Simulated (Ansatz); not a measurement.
# BP (F-43m) in Ansatz: convergence with smearing width

Aim: find how far smearing width must go before the results for BP settle, at PBE. This setting moves, with any that are tied to it; all else stays.

Everything below comes from runs of Ansatz 0.2.0. Logs are shortened: lines on timing, memory, paths and dates and some standing lists are left out, and cuts for length are marked.

### Step 1. The crystal as given

It takes space group F-43m (No. 216, cubic). The conventional cell has a = 4.538 Å, b = 4.538 Å, c = 4.538 Å, α = 90.00°, β = 90.00°, γ = 90.00°. Around P (site symmetry -43m) lie 4 B at 1.97 Å. B (site symmetry -43m) has 4 P at 1.97 Å as nearest neighbours.

### Step 2. With smearing width 0.3 eV

Contents of input.yaml:

```yaml
crystal:
  lattice:
    - [0.0, 2.269, 2.269]
    - [2.269, 0.0, 2.269]
    - [2.269, 2.269, 0.0]
  atoms:
    - { symbol: P, position: [0.75, 0.75, 0.75] }
    - { symbol: B, position: [0.0, 0.0, 0.0] }
hamiltonian:
  xc: pbe
  pseudopotentials: { kind: paw, level: accurate }
kpoints:
  mp_grid: { grid: [8, 8, 8] }
scf:
  occupations: { method: fermi_dirac, width: 0.3 }
output:
  forces: true
  stress: true
  eigenvalues: true
```

Potentials or basis: Ansatz PAW earlier set.

Launch:

```sh
ansatz run input.yaml --threads 2 --pin off --max-ram 5632MiB --backend cpu --events-out ev --progress --plain --runs-dir out
```

The log of the run:

```text
Warning: RAYON_NUM_THREADS=2 ignored (pool sized by the plan → 2); use --threads N
band count auto-derived: 9 (N_el = 8.0; filled up to band 4; 8 by the electrons, moments and atoms)
Engine: ansatz 0.2.0, x86_64-unknown-linux-gnu
Pseudopotentials: kind: paw, level: accurate
Pseudopotential: P, paw, valence charge 5, recommended cutoff 510 eV (normal), P.paw.azcp#accurate
Pseudopotential: B, paw, valence charge 3, recommended cutoff 760 eV (high), B.paw.azcp
Functional definition: PBE
  parameter kappa = 0.804
  parameter beta = 0.06672455060314922
  exchange = pbe_x(kappa = kappa, mu = beta*pi^2/3)
  correlation = pbe_c(beta = beta)
Crystal: 2 atoms, lattice volume = 23.363 Å³
Basis set: ecut = 760 eV, 1139 PW (Γ), exchange–correlation on 60×60×60 points (8 copies of the dense FFT grid, shifted against one another)
Bands: 9, of which v1, the nominal top of the filled ones, is band 4 counted from 1 (3 counted from 0)
Symmetry: 24 space group operations
Space group: F-43m (ITA 216), of the structure as read, at distance tolerance 2.9e-5 Å
k-points: 29 of 512 (time reversal used)
Non-local potential: P, projectors of the file, l = 0: 3, l = 1: 3, l = 2: 2, l = 3: 1
Non-local potential: B, projectors of the file, l = 0: 3, l = 1: 2
PAW form: soft (Blöchl's): semilocal exchange-correlation on the pseudo side does not see the compensation charge
PAW one-centre angular grid: P, 194 points (default); XC on 64 Gauss nodes
PAW one-centre angular grid: B, 110 points (default); XC on 64 Gauss nodes
Initial density: superposition of atomic densities (chi_scale 0.1, normalization cell, long waves kept (reshape's long-wave potential 0.00 eV rms))
Initial wavefunctions: pseudopotential atomic-orbital guess
Functional: x = pbe(κ = 0.804, μ = 0.2195149727645171), c = pbe(β = 0.06672455060314922)
SCF iter   1: F=—  HF=-913.143400 eV  |F-HF|=—  |Δ(HF+E_count)|=         —  Δρ=9.20e-2  dr2=2.22e0  ethr=3.10e-3  ⟨swp⟩=5.2  Hψ=1998  notcnv=0
preconditioner: auto → none  [insulator: Δε(μ)=1.961 eV  Ē_g=14.030 eV  σ=0.300 eV  W_gap=0.93  n_scr=0 (ndim 8)  ℏωp=21.7 eV  f_vac=0.000  D(μ)=0.02/eV (n_scr^D=0)  ε∞_Penn≈3.4]
SCF iter   2: F=—  HF=-912.467907 eV  |F-HF|=—  |Δ(HF+E_count)|=   6.75e-1  Δρ=3.01e-2  dr2=1.59e-1  ethr=3.10e-3  ⟨swp⟩=2.2  Hψ=731  notcnv=0
SCF iter   3: F=—  HF=-912.431758 eV  |F-HF|=—  |Δ(HF+E_count)|=   3.61e-2  Δρ=1.20e-2  dr2=2.14e-2  ethr=1.99e-3  ⟨swp⟩=2.0  Hψ=350  notcnv=0
SCF iter   4: F=—  HF=-912.429059 eV  |F-HF|=—  |Δ(HF+E_count)|=   2.70e-3  Δρ=1.44e-3  dr2=2.21e-4  ethr=2.67e-4  ⟨swp⟩=1.4  Hψ=298  notcnv=0
SCF iter   5: F=—  HF=-912.429155 eV  |F-HF|=—  |Δ(HF+E_count)|=   9.54e-5  Δρ=1.34e-4  dr2=2.45e-6  ethr=2.77e-6  ⟨swp⟩=2.4  Hψ=394  notcnv=0
SCF iter   6: F=—  HF=-912.429151 eV  |F-HF|=—  |Δ(HF+E_count)|=   4.12e-6  Δρ=1.24e-5  dr2=5.06e-8  ethr=1.25e-9  ⟨swp⟩=7.2  Hψ=1593  notcnv=0
SCF iter   7: F=-912.429151 eV  HF=-912.429151 eV  |F-HF|=1.02e-10  |Δ(HF+E_count)|=   2.84e-9  Δρ=1.46e-6  dr2=5.06e-10  ethr=6.32e-10  ⟨swp⟩=2.2  Hψ=892  notcnv=0
SCF 1 converged in 7 iterations: F = -912.429151 eV  dr2 = 5.06e-10
SCF converged after 7 iterations
Free energy (F): -912.429151 eV
Harris-Foulkes:  -912.429151 eV  (|F-HF|=1.02e-10)
Internal energy: -912.411611 eV  (E = F + TS)
E sigma→0 (E₀):  -912.420381 eV
Entropy (-TS):   -0.017540 eV (-8.770 meV/atom)
Fermi energy:    9.808655 eV
--- Per-component energies (eV) ---
  E_band       = 22.065102
  E_kinetic    = 123.515931
  E_local      = -70.486174  (includes V_loc(G=0)·N_el)
  E_nonlocal   = 45.928883
  E_hartree    = 17.101492
  E_xc         = -151.896254
  E_vxc        = -102.486247  (∫ρ·V_xc dr)
  E_paw        = -591.083179  (= ΣΔE_a, less E_core_relax)
  E_vpaw       = -8.610160  (= ΣTr[D̂ρ^β], less what the cores' own moments, if any, meet on the grid)
  E_core_relax = -0.000794  (the energy of the cores' relaxation)
  E_aug_tail   = 0.000002  (compensation charges beyond the density's cutoff)
  E_ewald      = -285.491518
  E_smearing   = -0.017540  (= −TS)
  E_closure    = -0.000000  (closes the sum)
  Σ components = -912.429151   (vs F -912.429151, Δ=0.00e0)
--- Forces (eV/Å), atoms counted from 1 ---
  atom   1  P      0.00000000     0.00000000    -0.00000000
  atom   2  B     -0.00000000    -0.00000000    -0.00000000
  max |Σ_I F_I| component: 3.33e-16 eV/Å
--- Stress (GPa, compression-positive) ---
        1.060040      -0.000000      -0.000000
       -0.000000       1.060040       0.000000
       -0.000000       0.000000       1.060040
  P = ⅓ Tr σ = 1.0600 GPa (10.600 kbar)
--- Band table (eV; the first three rows and the last of 29) ---
  k-point 0: bands = ["-6.2102", "9.2463", "9.2463", "9.2463", "12.6548", "12.6548", "12.6548", "16.6250", "20.7695"]
  k-point 1: bands = ["-5.9292", "7.3951", "8.8194", "8.8194", "13.1841", "13.2445", "13.2445", "17.4133", "20.3938"]
  k-point 2: bands = ["-5.1048", "4.4048", "8.1314", "8.1314", "13.2486", "14.0117", "14.0117", "18.8615", "20.1469"]
  k-point 28: bands = ["-1.0830", "1.1924", "3.5780", "3.7818", "14.5764", "16.0093", "16.4876", "16.6965", "22.0137"]
```

Run time: 2.2 s. Hardware: 2 threads of Intel Xeon at 2.50GHz (Skylake/Cascade Lake), shared host; peak memory 0.32 GiB.

Results:

```
Free energy            : -912.4292 eV
Pressure               : 1.1 GPa
Band gap on the k mesh : 1.28 eV, indirect (least direct gap 3.41 eV)
```

### Step 3. With smearing width 0.2 eV

Changes to input.yaml since step 2:

```diff
@@ -14,3 +14,3 @@
 scf:
-  occupations: { method: fermi_dirac, width: 0.3 }
+  occupations: { method: fermi_dirac, width: 0.2 }
 output:
```

Potentials or basis: Ansatz PAW earlier set.

Launch:

```sh
ansatz run input.yaml --threads 2 --pin off --max-ram 5632MiB --backend cpu --events-out ev --progress --plain --runs-dir out
```

It took 2.3 s on 2 threads of Intel Xeon at 2.50GHz (Skylake/Cascade Lake), shared host; peak memory 0.32 GiB.

Results:

- Free energy: -912.4257 eV
- Pressure: 1.1 GPa
- Band gap on the k mesh: 1.28 eV, indirect (least direct gap 3.41 eV)

### Step 4. With smearing width 0.15 eV

Changes to input.yaml since step 3:

```diff
@@ -14,3 +14,3 @@
 scf:
-  occupations: { method: fermi_dirac, width: 0.2 }
+  occupations: { method: fermi_dirac, width: 0.15 }
 output:
```

Launch:

```sh
ansatz run input.yaml --threads 2 --pin off --max-ram 5632MiB --backend cpu --events-out ev --progress --plain --runs-dir out
```

Wall time 2.3 s (2 threads of Intel Xeon at 2.50GHz (Skylake/Cascade Lake), shared host); peak memory 0.32 GiB.

What came out:

```
Free energy            : -912.4253 eV
Pressure               : 1.1 GPa
Band gap on the k mesh : 1.28 eV, indirect (least direct gap 3.41 eV)
```

### Step 5. With smearing width 0.1 eV

Changes to input.yaml since step 4:

```diff
@@ -14,3 +14,3 @@
 scf:
-  occupations: { method: fermi_dirac, width: 0.15 }
+  occupations: { method: fermi_dirac, width: 0.1 }
 output:
```

Launch:

```sh
ansatz run input.yaml --threads 2 --pin off --max-ram 5632MiB --backend cpu --events-out ev --progress --plain --runs-dir out
```

Run time: 2.3 s. Hardware: 2 threads of Intel Xeon at 2.50GHz (Skylake/Cascade Lake), shared host; peak memory 0.32 GiB.

What came out:

```
Free energy            : -912.4252 eV
Pressure               : 1.1 GPa
Band gap on the k mesh : 1.28 eV, indirect (least direct gap 3.41 eV)
```

### Step 6. With smearing width 0.05 eV

Changes to input.yaml since step 5:

```diff
@@ -14,3 +14,3 @@
 scf:
-  occupations: { method: fermi_dirac, width: 0.1 }
+  occupations: { method: fermi_dirac, width: 0.05 }
 output:
```

Potentials or basis: Ansatz PAW earlier set.

Launch:

```sh
ansatz run input.yaml --threads 2 --pin off --max-ram 5632MiB --backend cpu --events-out ev --progress --plain --runs-dir out
```

It took 2.4 s on 2 threads of Intel Xeon at 2.50GHz (Skylake/Cascade Lake), shared host; peak memory 0.32 GiB.

It converged, with:

```yaml
Free_energy: -912.4252 eV
Pressure: 1.1 GPa
Band_gap_on_the_k_mesh: 1.28 eV, indirect (least direct gap 3.41 eV)
```

### Step 7. With smearing width 0.025 eV

Changes to input.yaml since step 6:

```diff
@@ -14,3 +14,3 @@
 scf:
-  occupations: { method: fermi_dirac, width: 0.05 }
+  occupations: { method: fermi_dirac, width: 0.025 }
 output:
```

Launch:

```sh
ansatz run input.yaml --threads 2 --pin off --max-ram 5632MiB --backend cpu --events-out ev --progress --plain --runs-dir out
```

Wall time 2.4 s (2 threads of Intel Xeon at 2.50GHz (Skylake/Cascade Lake), shared host); peak memory 0.32 GiB.

It converged, with:

```yaml
Free_energy: -912.4252 eV
Pressure: 1.1 GPa
Band_gap_on_the_k_mesh: 1.28 eV, indirect (least direct gap 3.41 eV)
```

### Step 8. With smearing width 0.01 eV

Changes to input.yaml since step 7:

```diff
@@ -14,3 +14,3 @@
 scf:
-  occupations: { method: fermi_dirac, width: 0.025 }
+  occupations: { method: fermi_dirac, width: 0.01 }
 output:
```

Launch:

```sh
ansatz run input.yaml --threads 2 --pin off --max-ram 5632MiB --backend cpu --events-out ev --progress --plain --runs-dir out
```

Wall time 2.4 s (2 threads of Intel Xeon at 2.50GHz (Skylake/Cascade Lake), shared host); peak memory 0.32 GiB.

The run converged. Its results:

```
Free energy            : -912.4252 eV
Pressure               : 1.1 GPa
Band gap on the k mesh : 1.28 eV, indirect (least direct gap 3.41 eV)
```

### Step 9. With smearing width 0.005 eV

Changes to input.yaml since step 8:

```diff
@@ -14,3 +14,3 @@
 scf:
-  occupations: { method: fermi_dirac, width: 0.01 }
+  occupations: { method: fermi_dirac, width: 0.005 }
 output:
```

Potentials or basis: Ansatz PAW earlier set.

Launch:

```sh
ansatz run input.yaml --threads 2 --pin off --max-ram 5632MiB --backend cpu --events-out ev --progress --plain --runs-dir out
```

Run time: 2.3 s. Hardware: 2 threads of Intel Xeon at 2.50GHz (Skylake/Cascade Lake), shared host; peak memory 0.32 GiB.

It converged, with:

* Free energy: -912.4252 eV
* Pressure: 1.1 GPa
* Band gap on the k mesh: 1.28 eV, indirect (least direct gap 3.41 eV)

### Step 10. The series at a glance

| smearing width | energy less the tightest run, at zero smearing (meV/atom) | SCF cycles | CPU time (s) | peak memory (GiB) |
| --- | --- | --- | --- | --- |
| 0.3 eV | 2.40 | 7 | 3.6 | 0.32 |
| 0.2 eV | 0.46 | 7 | 3.6 | 0.32 |
| 0.15 eV | 0.11 | 7 | 3.7 | 0.32 |
| 0.1 eV | 0.01 | 7 | 3.7 | 0.32 |
| 0.05 eV | 0.00 | 7 | 3.8 | 0.32 |
| 0.025 eV | 0.00 | 7 | 3.7 | 0.32 |
| 0.01 eV | 0.00 | 7 | 3.8 | 0.32 |
| 0.005 eV | 0.00 | 7 | 3.7 | 0.32 |

Against the tightest run, the energy stays within 1 meV/atom from 0.2 eV on. The tightest run that finished is the yardstick and may itself not be fully converged.
